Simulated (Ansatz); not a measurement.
**C (P6_3/mmc), symmetry broken, then relaxed**

Method: DFT r2SCAN, scalar-relativistic, plane waves, PAW in Ansatz. The runs took a 500 eV cutoff, a Γ-centred 12×12×6 mesh and Gaussian smearing (0.05 eV). No spin polarisation. Energies are free energies at this smearing, counted from the undisturbed cell; pressure is positive in compression.

Zero of the scan (relaxed at this level):

```
CELL_PARAMETERS angstrom
2.50319 0.00000 0.00000
-1.25160 2.16783 0.00000
0.00000 0.00000 4.16888
ATOMIC_POSITIONS crystal
C 0.33333 0.66667 0.06273
C 0.66667 0.33333 0.56273
C 0.33333 0.66667 0.43727
C 0.66667 0.33333 0.93727
```

The atoms are displaced (Å, in the unstrained cell):

| atom | ux | uy | uz |
| --- | --- | --- | --- |
| C1 | 0.004 | 0.015 | -0.001 |
| C2 | -0.008 | 0.014 | 0.028 |
| C3 | 0.009 | -0.013 | -0.009 |
| C4 | -0.005 | -0.016 | -0.018 |

Cell and atoms are then relaxed.

Task: Does the relaxation return to the undisturbed structure?

Result: Yes (up to a choice of domain or origin): same space group and volume, and an energy 0.0 meV/atom from it. The disturbance itself cost 19.3 meV/atom. The final space group reads P6_3/mmc (tolerance 0.05 Å) and the volume changes by 0.01 %.

Final structure:

```xyz
4
Lattice="2.5034 0.0000 0.0000 -1.2517 2.1680 0.0000 0.0000 0.0000 4.1689" Properties=species:S:1:pos:R:3 pbc="T T T"
C     0.0000    1.4453    0.2615
C     1.2517    0.7227    2.3460
C     0.0000    1.4453    1.8229
C     1.2517    0.7227    3.9074
```

The relaxation, step by step (energy from the first step; small jumps at an unchanged geometry come where the plane waves are selected anew for the new cell):

```
step  ΔE (meV/atom) largest force component (eV/Å) pressure (GPa)
   1            0.0                           1.905            0.30
   2          -13.7                           0.494           -0.10
   3          -19.3                           0.015           -0.09
   4          -19.3                           0.001           -0.06
   5          -19.3                           0.001           -0.06
```

Frames along the relaxation (Å, eV/Å):

```xyz
4
Lattice="2.503 0.000 0.000 -1.252 2.168 0.000 0.000 0.000 4.169" Properties=species:S:1:pos:R:3:forces:R:3 pbc="T T T" step=1
C     0.004    1.460    0.261   -0.215   -1.178   -0.156
C     1.244    0.736    2.374    0.549   -0.960   -1.905
C     0.009    1.432    1.814   -0.560    0.953    0.876
C     1.247    0.707    3.890    0.226    1.185    1.185
4
Lattice="2.515 0.007 -0.001 -1.251 2.173 0.010 -0.002 0.017 4.137" Properties=species:S:1:pos:R:3:forces:R:3 pbc="T T T" step=2
C     0.005    1.458    0.265   -0.057   -0.483   -0.018
C     1.256    0.744    2.338    0.202   -0.411   -0.485
C     0.006    1.454    1.815   -0.202    0.400    0.063
C     1.257    0.739    3.873    0.056    0.494    0.440
4
Lattice="2.503 -0.001 0.000 -1.252 2.169 0.000 0.000 0.000 4.169" Properties=species:S:1:pos:R:3:forces:R:3 pbc="T T T" step=3
C     0.000    1.445    0.262    0.003   -0.001   -0.014
C     1.251    0.723    2.346    0.000    0.001   -0.014
C     0.000    1.446    1.823    0.000   -0.004    0.013
C     1.251    0.722    3.907   -0.003    0.004    0.015
4
Lattice="2.503 0.000 0.000 -1.252 2.168 0.000 0.000 0.000 4.169" Properties=species:S:1:pos:R:3:forces:R:3 pbc="T T T" step=4
C     0.000    1.445    0.262    0.000    0.001    0.001
C     1.252    0.723    2.346   -0.001    0.000    0.000
C     0.000    1.445    1.823    0.001    0.001    0.000
C     1.252    0.723    3.907    0.000   -0.001   -0.001
4
Lattice="2.503 0.000 0.000 -1.252 2.168 0.000 0.000 0.000 4.169" Properties=species:S:1:pos:R:3:forces:R:3 pbc="T T T" step=5
C     0.000    1.445    0.262    0.000    0.001    0.001
C     1.252    0.723    2.346   -0.001    0.000    0.000
C     0.000    1.445    1.823    0.001    0.001    0.000
C     1.252    0.723    3.907    0.000   -0.001   -0.001
```